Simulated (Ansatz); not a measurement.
Rb under changes of volume

One of the cells (88.043 Å³/atom); the others are scaled copies at fixed shape and fractional positions:

```xyz
1
Lattice="-2.8025 2.8025 2.8025 2.8025 -2.8025 2.8025 2.8025 2.8025 -2.8025" Properties=species:S:1:pos:R:3 pbc="T T T"
Rb    0.0000    0.0000    0.0000
```

| Quantity | Value |
| --- | --- |
| Program | Ansatz 0.2.0 |
| Functional | r2SCAN |
| Potentials or basis | Ansatz PAW |
| Cutoff | 500 eV (not typed: the program's choice for these potentials) |
| k mesh | 7 × 7 × 7 |
| Occupations | fermi-dirac, width 0.05 eV |
| Spin | no spin polarisation |

```tsv
volume (Å³/atom)	energy over the lowest point (meV/atom)	pressure (GPa)
82.761	14.64	0.4
84.522	?	?
86.283	6.66	0.3
88.043	3.93	0.2
89.804	1.96	0.1
91.565	0.66	0.1
93.326	0.00	0.0
```

Task: What does the run at 84.522 Å³/atom give?

Result: Energy over the lowest point 10.20 meV/atom; pressure 0.4 GPa.

Worked out: A Birch-Murnaghan fit of order 3 (a polynomial in V^(-2/3)) to the other rows has its minimum at 94.48 Å³/atom, just outside them, with B0 = V·E''(V) = 2.7 GPa and B' = 3.6. It gives 10.20 meV/atom at 84.522 Å³/atom, against the run's 10.20, and -dE/dV = 0.4 GPa, against 0.4.

Energies are extrapolated to zero smearing.

Caveats: the PAW data sets come from PBE, with cores solved anew for the run's functional, which leaves a small shift of forces and pressure.
